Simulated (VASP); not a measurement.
ZnS, 2 atoms in the cell. It takes space group F-43m (No. 216, cubic). Conventional cell: a = 5.379 Å, b = 5.379 Å, c = 5.379 Å, α = 90.00°, β = 90.00°, γ = 90.00°. Around Zn (site symmetry -43m) lie 4 S at 2.33 Å. Around S (site symmetry -43m) lie 4 Zn at 2.33 Å. 

| Property | Result |
| --- | --- |
| Program | VASP 6.6.1 |
| Task | relaxation of the atoms |
| Functional | PBE |
| Dispersion | D3(BJ) |
| Potentials or basis | VASP PAW PBE potentials, release 64 (Zn, S) |
| Cutoff | 600 eV |
| k mesh | 10 × 10 × 10 |
| Occupations | gaussian, width 0.03 eV |
| Spin | no spin polarisation |
| Further INCAR settings | ALGO = Normal; EDIFF = 1e-07; IBRION = 2; EDIFFG = -0.01; NSW = 40 |

Potentials or basis: VASP PAW PBE potentials, release 64 (Zn, S).

The run is started by

```sh
$ cat potpaw_PBE.64/Zn/POTCAR potpaw_PBE.64/S/POTCAR > POTCAR
$ mpirun -np 1 vasp_std > vasp.out
```

Hardware: 1 thread of Intel(R) Xeon(R) 6975P-C (Granite Rapids), on a shared host.

Problem. Estimate the wall time of this run.

Solution. Run time: 27 s on 1 thread of Intel(R) Xeon(R) 6975P-C (Granite Rapids) (shared host), peak memory 0.19 GiB. Counts: scf iterations 14, k points 47, ion steps 1.
